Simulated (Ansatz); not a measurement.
**Au in Ansatz: the effect of functional**

Au:

```
CELL_PARAMETERS angstrom
0.00000 2.07491 2.07491
2.07491 0.00000 2.07491
2.07491 2.07491 0.00000
ATOMIC_POSITIONS crystal
Au 0.00000 0.00000 0.00000
```

The cell isn't the ideal one: volume scaled by 1.06.

Alike in all runs:

```yaml
Program: Ansatz 0.2.0
Task: single point
Potentials_or_basis: Ansatz PAW
k_mesh: 11 × 11 × 11
Occupations: fermi-dirac, width 0.05 eV
Spin: no spin polarisation
```

| functional | cutoff | pressure (GPa) |
| --- | --- | --- |
| LDA | 420 eV (not typed: the program's choice for these potentials) | -11.8 |
| r2SCAN | 500 eV (not typed: the program's choice for these potentials) | ? |
| PBE | 420 eV (not typed: the program's choice for these potentials) | 0.7 |

Task: What does the run with functional r2SCAN give?

Result: Pressure -2.8 GPa.

Caveats: the PAW data sets come from PBE, with cores solved anew for the run's functional, which leaves a small shift of forces and pressure (some runs).
